## When is an open structure a well-bonded one?

Silicon and germanium both crystallise in the diamond structure, where each atom has four neighbours at the corners of a tetrahedron. The table lists other ways of arranging one Si to four Ge. Six forms are dense. The seventh, space group 65, is open, and its shortest contact of 2.50 Å is close to a normal tetrahedral bond length. Can the dense forms tell us its energy?

Crystal forms of SiGe4, computed with Ansatz 0.2.0 using PBE without dispersion correction or spin polarisation, scalar-relativistic PAW, a 420 eV plane-wave cutoff and 0.1 eV Gaussian smearing. Cell and atoms were relaxed, keeping the symmetry of the start. "Order" marks starts with Si and Ge ordered on the sites of an elemental structure type.

| space group number | found from | atoms in cell | volume per atom (Å³) | closest atoms (Å) | energy over the lowest form listed (meV/atom) |
| --- | --- | --- | --- | --- | --- |
| 191 | order | 5 | 18.50 | 2.560 | 0 |
| 139 | order | 5 | 19.15 | 2.670 | 51 |
| 187 | order | 10 | 18.43 | 2.810 | 110 |
| 194 | order | 10 | 18.49 | 2.820 | 110 |
| 166 | order | 5 | 18.76 | 2.800 | 115 |
| 164 | order | 10 | 18.99 | 2.470 | 120 |
| 65 | random sites | 5 | 25.92 | 2.500 | ? |

The zero of the energy column needs care. The lowest form listed, space group 191, lies 285 meV/atom above elemental Si and Ge, so it is no stable compound. Si and Ge are known to mix in the diamond structure at a far smaller cost, and that mixture isn't in the table. The ranking therefore compares costly structures with one another. The density-functional method used also tends to favour dense forms of silicon over diamond, so the true heights of these dense forms above the elements may be larger.

Volume alone does not explain the ranking: forms 191 and 194 have practically equal volumes but differ by 110 meV/atom. A better question is how much room an atom has for the length of its contacts. Let V be the volume per atom and d the distance between the closest atoms. The ratio V/d³ is then 0.71 for close-packed spheres with twelve neighbours and 1.54 for diamond with four.

These two limits suggest a trend. A Si or Ge atom has four valence electrons, enough for four strong bonds with its neighbours. With twelve neighbours the same electrons are spread over many weaker, longer contacts. Energy should therefore fall as V/d³ rises from the close-packed limit towards diamond.

Five of the six dense forms broadly agree. Forms 187, 194 and 166 have the lowest ratios and lie 110 to 115 meV/atom up, form 139 comes next, and form 191, with a ratio of 1.10, is lowest. Form 164 breaks the pattern: it has the highest ratio of the six and also the highest energy. The ratio sees only the shortest contact, and a few short bonds can hide many poor ones. The cells suggest that this happens here. In forms 164 and 191 each atom has six equal neighbours one cell edge away. When the relaxations started, that edge was 3.169 Å in form 164 and 2.806 Å in form 191, longer than the shortest contacts of 2.470 Å and 2.560 Å found at the end. The relaxed edges aren't listed, so the final distances to these six neighbours may differ.

A straight line in V/d³ through all six forms has a slope that can't be told from zero. Leaving out form 164, a choice made after its misfit was seen, gives a steep line that matches the other five to about 10 meV/atom. For the open form, with a ratio of 1.66, that line predicts about −220 meV/atom. This is impossible, because no listed form can lie below the lowest one.

Symmetry shows what the ratio misses. The cell of the open form holds five atoms, hence a single Si, and its space group contains inversion. Inversion must carry this Si onto itself or onto a copy in another cell, so the Si sits at an inversion centre and each neighbour has a partner directly opposite. A tetrahedron has no such pairs. The silicon in this open structure can't be tetrahedral, however suitable the shortest contact in the table looks. The silicon of form 191 sits on an inversion centre too, but there eight near neighbours can make up for the missing tetrahedron. An open structure is expected to offer fewer.

The forecast therefore starts from a perfect tetrahedral network, taken to lie near the energy of the elements, and removes bonding from it. Five atoms in such a network share ten bonds. With a cohesive energy of roughly 4.0 eV/atom, they hold 20 eV, or 2 eV per bond. Losing the worth of one bond costs 2 eV/5 = 400 meV/atom, and subtracting the 285 meV/atom of the table's zero leaves 115.

The forecast is thus **115 meV/atom, with a range from 0 to 300**. The lower end is fixed by the definition of the zero, and the upper end corresponds to about one and a half lost bonds. That the loss is near one bond is a guess, which is why the range is so wide.

The withheld rows as computed:

| space group number | found from | atoms in cell | volume per atom (Å³) | closest atoms (Å) | energy over the lowest form listed (meV/atom) |
| --- | --- | --- | --- | --- | --- |
| 65 | random sites | 5 | 25.92 | 2.500 | 182 |

The computed value is 182 meV/atom. The forecast is 67 too low but within its range, a mild success for so wide a range. The line through five forms misses by 400 meV/atom and the line through all six by about 150, both too low, as the output below shows. The open form is the highest of the seven, so its extra room did not bring better bonding. The method's lean towards dense forms may exaggerate the gap. The rows stand in order of rising energy, which already hinted at a value above 120; the forecast made no use of this.

In the bond count, the result corresponds to slightly more than one lost bond per five atoms. This only restates the energy, since no bonds were counted in the calculation. Nor must the loss sit at the silicon alone: the four germanium atoms may be poorly bonded too. What remains open is whether the structure would stay as it is. A relaxation that keeps symmetry can't move the silicon off an inversion centre, even if better surroundings lie close by. A new relaxation with the silicon nudged off that centre would show whether the crystal can find better bonds and a lower energy.

Output of the analysis:

```
Openness and energy over the elements:
  row   V/d^3  volume against diamond type in %  meV/atom over elements
  191   1.103                            -19.57                     285
  139   1.006                            -16.74                     336
  187  0.8306                            -19.87                     395
  194  0.8245                            -19.61                     395
  166  0.8546                            -18.43                     400
  164    1.26                            -17.43                     405
   65   1.659                              12.7                     467
V/d^3 of ideal fcc: 0.7071
V/d^3 of ideal bcc: 0.7698
V/d^3 of ideal diamond: 1.54
Correlation of energy with V/d^3, six known rows: -0.3007
Correlation of energy with volume, six known rows: 0.02393
Correlation of energy with closest contact, six known rows: 0.3791
fit of E on 6 rows: constant 165.1 +/- 130, coefficient of ratio -82.41 +/- 131; rms 42.2, worst 191 74.2, leave-one-out rms 86.2
  rows outside the fit (model, value, miss): 65 28.37, 182, -154
fit of E on 5 rows (sg != 164): constant 447.5 +/- 34, coefficient of ratio -400.9 +/- 36; rms 7.03, worst 166 -10.1, leave-one-out rms 12.8
  rows outside the fit (model, value, miss): 164 -57.69, 120, -178; 65 -217.5, 182, -400
Forecast for row 65, meV/atom over the lowest form: 115
Lower end of the forecast range, meV/atom: 0
Upper end of the forecast range, meV/atom: 300
Estimate with one and a half bonds in ten lost, meV/atom: 315
Computed value of row 65, meV/atom: 182
Forecast less computed value, meV/atom: -67
```
